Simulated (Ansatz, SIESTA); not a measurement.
# One calculation of Sn, 3 ways

```
Sn
1.0
    -1.72654    1.77555    2.33834
     1.72654   -1.77555    2.33834
     1.72654    1.77555   -2.33834
Sn
1
Cartesian
  0.0000 0.0000 0.0000
```

This isn't the form of Sn at room conditions, which is tetragonal (white tin).

Alike in all runs: task band structure; functional LDA; k mesh 11 × 11 × 11; occupations fermi-dirac, width 0.05 eV; no spin polarisation; no spin-orbit coupling. LDA stands for any of its common fits. Pressure is positive in compression and, in plane waves, holds the error of the finite cutoff, which Ansatz's Pulay term estimates and takes out.

```
                                                                                   program and potentials  plane-wave cutoff (eV)                                                                                   notes  pressure (GPa)
                                                                                       Ansatz, Ansatz PAW                     420  potentials made for PBE, which Ansatz adapts in part; Pulay term of +0.02 GPa included           -4.80
                                                           Ansatz, all-electron LAPW, scalar-relativistic                       -                                                                                       -           -4.80
SIESTA, files PseudoDojo sr-lda-0.4.1-standard, DZP (energy shift 0.003 Ry; two zetas on semicore shells)                       -                                                                            atomic basis           -3.83
```

The pressure spans -4.80 (Ansatz, Ansatz PAW) to -3.83 GPa (SIESTA, files PseudoDojo sr-lda-0.4.1-standard, DZP (energy shift 0.003 Ry; two zetas on semicore shells)), with all-electron results at -4.80. Rows in atomic bases carry the error of their basis and grid, which can be large.

Differences between rows come from potentials, basis sets and numerical settings, since the functional is the same but for its coding. Runs on potential files found faulty are left out.
